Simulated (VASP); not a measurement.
A run of VASP 6.6.1 is set up as follows.

POSCAR

```
BAs
1.0
    0.0000000000      2.3885000000      2.3885000000
    2.3885000000      0.0000000000      2.3885000000
    2.3885000000      2.3885000000      0.0000000000
As B
1 1
Direct
    0.7500000000      0.7500000000      0.7500000000
    0.0000000000      0.0000000000      0.0000000000
```

The input INCAR.step1:

```
SYSTEM = BAs
ALGO     = Normal         ! electronic algorithm
EDIFF    = 1E-7           ! SCF threshold, eV
ENCUT    = 520            ! plane-wave cutoff, eV
GGA      = RP             ! functional
ISIF     = 2              ! what is computed and relaxed
ISMEAR   = -1             ! smearing method
LASPH    = .TRUE.         ! aspherical terms in the spheres
LCHARG   = .TRUE.         ! write CHGCAR
LREAL    = .FALSE.        ! projectors in reciprocal space
LWAVE    = .FALSE.        ! write WAVECAR
NELM     = 60             ! most SCF steps
PREC     = Accurate       ! precision mode
SIGMA    = 0.05           ! smearing width, eV
```

File KPOINTS.step1:

```
k-points
0
G
  10 10 10
  0 0 0
```

INCAR.step2

```
SYSTEM = BAs
ALGO     = Normal         ! electronic algorithm
EDIFF    = 1E-7           ! SCF threshold, eV
ENCUT    = 520            ! plane-wave cutoff, eV
GGA      = RP             ! functional
ICHARG   = 11             ! starting density
ISIF     = 2              ! what is computed and relaxed
ISMEAR   = 0              ! smearing method
LASPH    = .TRUE.         ! aspherical terms in the spheres
LCHARG   = .FALSE.        ! write CHGCAR
LREAL    = .FALSE.        ! projectors in reciprocal space
LWAVE    = .FALSE.        ! write WAVECAR
NELM     = 60             ! most SCF steps
PREC     = Accurate       ! precision mode
SIGMA    = 0.05           ! smearing width, eV
```

KPOINTS.step2

```
path GXWKGLUWLK,UX
10
line-mode
reciprocal
 0.0000000000  0.0000000000  0.0000000000  G
 0.5000000000  0.0000000000  0.5000000000  X

 0.5000000000  0.0000000000  0.5000000000  X
 0.5000000000  0.2500000000  0.7500000000  W

 0.5000000000  0.2500000000  0.7500000000  W
 0.3750000000  0.3750000000  0.7500000000  K

 0.3750000000  0.3750000000  0.7500000000  K
 0.0000000000  0.0000000000  0.0000000000  G

 0.0000000000  0.0000000000  0.0000000000  G
 0.5000000000  0.5000000000  0.5000000000  L

 0.5000000000  0.5000000000  0.5000000000  L
 0.6250000000  0.2500000000  0.6250000000  U

 0.6250000000  0.2500000000  0.6250000000  U
 0.5000000000  0.2500000000  0.7500000000  W

 0.5000000000  0.2500000000  0.7500000000  W
 0.5000000000  0.5000000000  0.5000000000  L

 0.5000000000  0.5000000000  0.5000000000  L
 0.3750000000  0.3750000000  0.7500000000  K

 0.6250000000  0.2500000000  0.6250000000  U
 0.5000000000  0.0000000000  0.5000000000  X
```

Potentials or basis: VASP PAW PBE potentials, release 64 (As, B).

Launch:

```bash
$ cat potpaw_PBE.64/As/POTCAR potpaw_PBE.64/B/POTCAR > POTCAR
$ cp INCAR.step1 INCAR
$ cp KPOINTS.step1 KPOINTS
$ mpirun -np 1 vasp_std > vasp.out
$ cp INCAR.step2 INCAR
$ cp KPOINTS.step2 KPOINTS
$ mpirun -np 1 vasp_std > vasp.out
```

(1) Predict the band gap on the k mesh.

(2) Predict the band gap along the path.

## Answers

(1) 1.21 eV, indirect (least direct gap 3.28 eV).

(2) 1.20 eV, indirect (least direct gap 3.27 eV).

Caveat: the log is that of the step along the path at fixed density, whose energy, stress, charges and moments have no meaning.
